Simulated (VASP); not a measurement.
BaS:

```
CELL_PARAMETERS angstrom
0.00000 3.19375 3.19375
3.19375 0.00000 3.19375
3.19375 3.19375 0.00000
ATOMIC_POSITIONS crystal
Ba 0.00000 0.00000 0.00000
S 0.50000 0.50000 0.50000
```

Base run:

| Item | Value |
| --- | --- |
| Program | VASP 6.6.1 |
| Functional | PBE |
| Potentials or basis | VASP PAW PBE potentials, release 64 (Ba_sv, S) |
| Cutoff | 520 eV |
| k mesh | 6 × 6 × 6 |
| Occupations | gaussian, width 0.01 eV |
| Spin | no spin polarisation |

Its results: band gap on the k mesh 2.11 eV, indirect (least direct gap 2.24 eV); pressure 1.4 GPa.

Problem. The run is repeated on the same cell with these changes: k mesh from 6 × 6 × 6 to 3 × 3 × 3. What comes out?

Solution. Band gap on the k mesh 2.40 eV, indirect (least direct gap 2.57 eV); pressure 1.6 GPa.

Caveats: some runs use coarse meshes; spin-orbit coupling is left out, which moves the levels of the heavy elements; an odd mesh through Γ misses points on the zone boundary, where band edges often lie (some runs).
